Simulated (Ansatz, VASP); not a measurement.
Sc: VASP beside Ansatz

INCAR

```
PREC     = Accurate       # precision mode
ENCUT    = 520            # plane-wave cutoff, eV
EDIFF    = 1E-6           # SCF threshold, eV
ISMEAR   = -1             # smearing method
SIGMA    = 0.05           # smearing width, eV
LREAL    = False          # projectors in reciprocal space
LASPH    = True           # aspherical terms in the spheres
NELM     = 80             # most SCF steps
ALGO     = Normal         # electronic algorithm
ISIF     = 2              # what is computed and relaxed
LWAVE    = False          # write WAVECAR
LCHARG   = True           # write CHGCAR
LELF     = True           # ELF
LVHAR    = True         
NBANDS   = 12             # bands
```

File KPOINTS:

```
Automatic mesh
0
Gamma
  15 15 15
```

File POSCAR:

```
Sc
1.0
    2.4647226837      0.0000000000      0.0000000000
    0.0000000000      2.4647226837      0.0000000000
    0.0000000000      0.0000000000      2.4647226837
Sc
1
Direct
    0.0000000000      0.0000000000      0.0000000000
```

Input for Ansatz:

```yaml
crystal:
  lattice:
    - [2.4647226837, 0.0, 0.0]
    - [0.0, 2.4647226837, 0.0]
    - [0.0, 0.0, 2.4647226837]
  atoms:
    - { symbol: Sc, position: [0.0, 0.0, 0.0] }
kpoints:
  mp_grid: { grid: [15, 15, 15] }
  band_path:
    path:
      - [0.0, 0.0, 0.0]
      - [0.0, 0.5, 0.0]
      - [0.5, 0.5, 0.0]
      - [0.0, 0.0, 0.0]
      - [0.5, 0.5, 0.5]
      - [0.0, 0.5, 0.0]
      - [0.5, 0.5, 0.5]
      - [0.5, 0.5, 0.0]
    npoints: 8
scf:
  occupations: { method: fermi_dirac, width: 0.05 }
hamiltonian:
  xc: lda
  pseudopotentials: { kind: paw }
output:
  forces: true
  stress: true
  eigenvalues: true
  populations: true
  dos: { projected: true, de: 0.2, e_range: [-14, 8] }
```

Change from the starting cell: volume scaled by 0.65, PAW files.

Alike in both runs: task single point; functional LDA; k mesh 15 × 15 × 15; occupations fermi-dirac, width 0.05 eV; no spin polarisation.

|  | VASP | Ansatz |
| --- | --- | --- |
| version | VASP 6.6.1 | Ansatz 0.2.0 |
| potentials or method | VASP PAW LDA potentials, release 64 (Sc_sv) | PAW with Ansatz's default frozen-core files, scalar-relativistic |
| plane-wave cutoff (eV) | 520 | 420 |
| valence electrons in the cell | 11 | 11 |

|  | VASP | Ansatz | Ansatz less VASP |
| --- | --- | --- | --- |
| pressure (GPa) | 35.5 | 34.5 | -0.99 |

Caveats: so large a pressure means that the cell lies far from this level's equilibrium, or that cutoff or potentials fall short (VASP).
